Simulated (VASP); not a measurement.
# Y (P6_3/mmc) in VASP: further runs, part 2 of 2

VASP 6.6.1.

## (4) Single point, PBEsol

The input, INCAR:

```
SYSTEM = Y
PREC     = Accurate       ! precision mode
ENCUT    = 400            ! plane-wave cutoff, eV
EDIFF    = 1E-6           ! SCF threshold, eV
ISMEAR   = -1             ! smearing method
SIGMA    = 0.15           ! smearing width, eV
LREAL    = .FALSE.        ! projectors in reciprocal space
LASPH    = .TRUE.         ! aspherical terms in the spheres
NELM     = 100            ! most SCF steps
ALGO     = Normal         ! electronic algorithm
ISIF     = 2              ! what is computed and relaxed
LWAVE    = .FALSE.        ! write WAVECAR
LCHARG   = .FALSE.        ! write CHGCAR
GGA      = PS             ! functional
NBANDS   = 18             ! bands
ADDGRID  = .FALSE.
```

The input, KPOINTS:

```
Automatic mesh
0
G
  13 13 7
  0 0 0
```

The input, POSCAR:

```
Y
1.0
    3.6474000000      0.0000000000      0.0000000000
   -1.8237000000      3.1587410578      0.0000000000
    0.0000000000      0.0000000000      5.7306000000
Y
2
Direct
    0.6666666667      0.3333333333      0.7500000000
    0.3333333333      0.6666666667      0.2500000000
```

Potentials or basis: VASP PAW PBE potentials, release 64 (Y_sv).

Launch:

```console
$ cat potpaw_PBE.64/Y_sv/POTCAR > POTCAR
$ mpirun -np 1 vasp_std > vasp.out
```

OUTCAR:

```text
SYSTEM = Y
   PREC = Accurate
   ENCUT = 400
   EDIFF = 1E-6
   ISMEAR = -1
   LREAL = .FALSE.
   LASPH = .TRUE.
   NELM = 100
   ISIF = 2
   GGA = PS

 Found     84 irreducible k-points:

 Following reciprocal coordinates:
            Coordinates               Weight
  0.000000  0.000000  0.000000      1.000000
  0.076923 -0.000000  0.000000      6.000000
  0.153846  0.000000  0.000000      6.000000
  0.230769 -0.000000  0.000000      6.000000
  0.307692  0.000000  0.000000      6.000000
  0.384615 -0.000000  0.000000      6.000000
   k-points           NKPTS =     84   k-points in BZ     NKDIM =     84   number of bands    NBANDS=     18
   number of dos      NEDOS =    301   number of ions     NIONS =      2
   total plane-waves  NPLWV =  23040
   dimension x,y,z NGX =    24 NGY =   24 NGZ =   40
   dimension x,y,z NGXF=    48 NGYF=   48 NGZF=   80
   ions per type =               2
   NGX,Y,Z   is equivalent  to a cutoff of  10.94, 10.94, 11.60 a.u.
   NGXF,Y,Z  is equivalent  to a cutoff of  21.88, 21.88, 23.21 a.u.
 SYSTEM =  Y
   PREC   = accura    normal or accurate (medium, high low for compatibility)
   ISTART =      0    job   : 0-new  1-cont  2-samecut
   ICHARG =      2    charge: 1-file 2-atom 10-const
   ISPIN  =      1    spin polarized calculation?
   LNONCOLLINEAR =      F non collinear calculations
   LSORBIT =      F    spin-orbit coupling
   LASPH  =      T    aspherical Exc in radial PAW
   ENCUT  =  400.0 eV  29.40 Ry    5.42 a.u.   5.95  5.95  9.35*2*pi/ulx,y,z
   NELM   =    100;   NELMIN=  2; NELMDL= -5     # of ELM steps
   EDIFF  = 0.1E-05   stopping-criterion for ELM
   LREAL  =      F    real-space projection
   EDIFFG = 0.1E-04   stopping-criterion for IOM
   NSW    =      0    number of steps for IOM
   IBRION =     -1    ionic relax: 0-MD 1-quasi-New 2-CG
   NFREE  =      0    steps in history (QN), initial steepest desc. (CG)
   ISIF   =      2    stress and relaxation
   ISYM   =      2    0-nonsym 1-usesym 2-fastsym
   POTIM  = 0.5000    time-step for ionic-motion
   TEBEG  =    0.0;   TEEND  =   0.0 temperature during run
   PSTRESS=    0.0 pullay stress
   NELECT =      22.0000    total number of electrons
   NUPDOWN=      -1.0000    fix difference up-down
   EMIN   =  10.00;   EMAX   =-10.00  energy-range for DOS
   EFERMI =   0.00;   METHOD = LEGACY
   ISMEAR =    -1;   SIGMA  =   0.15  broadening in eV -4-tet -1-fermi 0-gaus
   EFERMI_NEDOS =   21; number of points for ismear=-14 and -15
   IALGO  =     38    algorithm
   IMIX   =      4    mixing-type and parameters
     AMIX     =   0.40;   BMIX     =  1.00
     AMIX_MAG =   1.60;   BMIX_MAG =  1.00
  volume/ion in A,a.u.               =      33.01       222.77
  Fermi-wavevector in a.u.,A,eV,Ry     =   1.134967  2.144777 17.526345  1.288150
  Thomas-Fermi vector in A             =   2.271671
   LORBIT       =      0    0 simple, 1 ext, 2 COOP (PROOUT), +10 PAW based schemes
   GGA     = PS    functional components
   LHFCALC =     F    Hartree Fock is set to
   AEXX    =    0.0000 exact exchange contribution
   IVDW    =     0    specifies the selected vdW correction
   LEPSILON=     F    determine dielectric tensor
   LRPA    =     F    only Hartree local field effects (RPA)
 non-spin polarized calculation
  energy-cutoff  :      400.00
  volume of cell :       66.02
 maximum number of plane-waves:      1216
 NGX is ok and might be reduce to    24
   NGX = 11   NGY = 11   NGZ = 19

 number of electron      22.0000001 magnetization

 Free energy of the ion-electron system (eV)
  ---------------------------------------------------
  ext. energy  EPLUGINS =         0.00000000
  ---------------------------------------------------
  free energy    TOTEN  =       -13.74912565 eV

  energy without entropy =      -13.49569152  energy(sigma->0) =      -13.62240859

 E-fermi :   2.8624     XC(G=0):  -9.5132

 val. band max:        2.8612738811   @ k =   0.4615   0.0769   0.4286
 cond. band min:       2.8699874936   @ k =   0.3077   0.1538   0.4286
 fundamental gap:      0.0087136126
 Fermi energy:         2.8623984789

 k-point     1 :       0.0000    0.0000    0.0000
  band No.  band energies     occupation
      1     -39.7424      2.00000
      2     -39.6702      2.00000
      3     -20.0392      2.00000
      4     -19.5609      2.00000
      5     -19.5609      2.00000
      6     -19.4726      2.00000
[... 10 lines left out ...]
     17       5.6339      0.00000
     18       5.6339      0.00000

 k-point     2 :       0.0769   -0.0000    0.0000
  band No.  band energies     occupation
      1     -39.7395      2.00000
      2     -39.6692      2.00000
      3     -20.0287      2.00000
      4     -19.5822      2.00000
      5     -19.5682      2.00000
      6     -19.4950      2.00000
[... 10 lines left out ...]
     17       5.4643      0.00000
     18       5.5139      0.00000

 k-point     3 :       0.1538    0.0000    0.0000
  band No.  band energies     occupation
      1     -39.7312      2.00000
      2     -39.6664      2.00000
      3     -19.9986      2.00000
      4     -19.6414      2.00000
      5     -19.5878      2.00000
      6     -19.5561      2.00000
[... 10 lines left out ...]
     17       5.4720      0.00000
     18       5.6339      0.00000

 k-point     4 :       0.2308   -0.0000    0.0000
  band No.  band energies     occupation
      1     -39.7192      2.00000
      2     -39.6629      2.00000
      3     -19.9523      2.00000
      4     -19.7252      2.00000
      5     -19.6391      2.00000
      6     -19.6143      2.00000
[... 10 lines left out ...]
     17       5.9086      0.00000
     18       6.1434      0.00000

 k-point     5 :       0.3077    0.0000    0.0000
  band No.  band energies     occupation
      1     -39.7055      2.00000
      2     -39.6601      2.00000
      3     -19.8959      2.00000
      4     -19.8145      2.00000
      5     -19.7238      2.00000
      6     -19.6414      2.00000
[... 10 lines left out ...]
     17       6.4734      0.00000
     18       6.7861      0.00000

 k-point     6 :       0.3846   -0.0000    0.0000
  band No.  band energies     occupation
      1     -39.6929      2.00000
      2     -39.6590      2.00000
      3     -19.8885      2.00000
      4     -19.8384      2.00000
      5     -19.7918      2.00000
      6     -19.6633      2.00000
[... 10 lines left out ...]
     17       7.2019      0.00000
     18       7.4645      0.00000

 [... further k-points ...]

------------------------ aborting loop because EDIFF is reached ----------------------------------------

  FORCE on cell =-STRESS in cart. coord.  units (eV):
  Direction    XX          YY          ZZ          XY          YZ          ZX
  --------------------------------------------------------------------------------------
  -------------------------------------------------------------------------------------
  Total       -0.7961400     -0.7961400     -0.8520868      0.0000000      0.0000000      0.0000000
  in kB      -19.3197941    -19.3197941    -20.6774464      0.0000000      0.0000000      0.0000000
  external PRESSURE =     -19.7723449 kB  Pullay stress =       0.0000000 kB

 VOLUME and BASIS-vectors are now :
 -----------------------------------------------------------------------------
  energy-cutoff  :      400.00
  volume of cell :       66.02
      direct lattice vectors                 reciprocal lattice vectors
     3.647400000  0.000000000  0.000000000     0.274167900  0.158290911  0.000000000
    -1.823700000  3.158741058  0.000000000     0.000000000  0.316581822  0.000000000
     0.000000000  0.000000000  5.730600000     0.000000000  0.000000000  0.174501797

 POSITION                                       TOTAL-FORCE (eV/Angst)
 -----------------------------------------------------------------------------------
      1.82370      1.05291      4.29795        -0.000000      0.000000      0.000000
     -0.00000      2.10583      1.43265         0.000000     -0.000000      0.000000
 -----------------------------------------------------------------------------------
    total drift:                               -0.000000      0.000000     -0.000000

  FREE ENERGIE OF THE ION-ELECTRON SYSTEM (eV)
  ---------------------------------------------------
  free  energy   TOTEN  =       -13.7491256528 eV

  energy  without entropy=      -13.4956915233  energy(sigma->0) =      -13.62240859
```

Run time: 26 s. Hardware: 1 thread of AMD EPYC 9R45 (Zen 5), shared host; peak memory 0.18 GiB.

These settings aren't checked as converged: the numbers below hold their error.

Results:

```
Free energy            : -13.7491 eV
Pressure               : -2.0 GPa
Band gap on the k mesh : none (metal or under the smearing width)
```

Caveat: the PAW data sets were made with another functional, which shifts forces and pressure a little.
